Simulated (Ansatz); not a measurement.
The system is RbBr.

```
CELL_PARAMETERS angstrom
0.00000 3.42700 3.42700
3.42700 0.00000 3.42700
3.42700 3.42700 0.00000
ATOMIC_POSITIONS crystal
Rb 0.00000 0.00000 0.00000
Br 0.50000 0.50000 0.50000
```

| Property | Result |
| --- | --- |
| Program | Ansatz 0.2.0 |
| Task | single point |
| Functional | PBE |
| Potentials or basis | Ansatz PAW |
| Cutoff | 420 eV (not typed: the program's choice for these potentials) |
| k mesh | 7 × 7 × 7 |
| Occupations | fermi-dirac, width 0.05 eV |
| Spin | no spin polarisation |

On this cell: pressure 1.0 GPa; largest force zero by symmetry; band gap on the k mesh 4.36 eV, direct.

The same run follows on a disturbed copy (atoms moved at random, drawn with an rms of 0.05 Å):

```xyz
2
Lattice="0.0000 3.4270 3.4270 3.4270 0.0000 3.4270 3.4270 3.4270 0.0000" Properties=species:S:1:pos:R:3 pbc="T T T"
Rb    0.0086   -0.0037   -0.0097
Br    3.4051    3.3998    3.4428
```

Question: What does the disturbed cell give?

Answer: The energy moves by +0.7 meV/atom; pressure 1.0 GPa; largest force 0.058 eV/Å; band gap on the k mesh 4.37 eV, direct.

Forces in eV/Å, atoms in the order of the input:
```
Rb  -0.038 -0.029  0.032
Br   0.038  0.029 -0.032
```

Caveats: odd divisions of the mesh miss points on the zone boundary, where band edges often lie, so the gap on the mesh can be too wide.

A k mesh can miss the band edges.
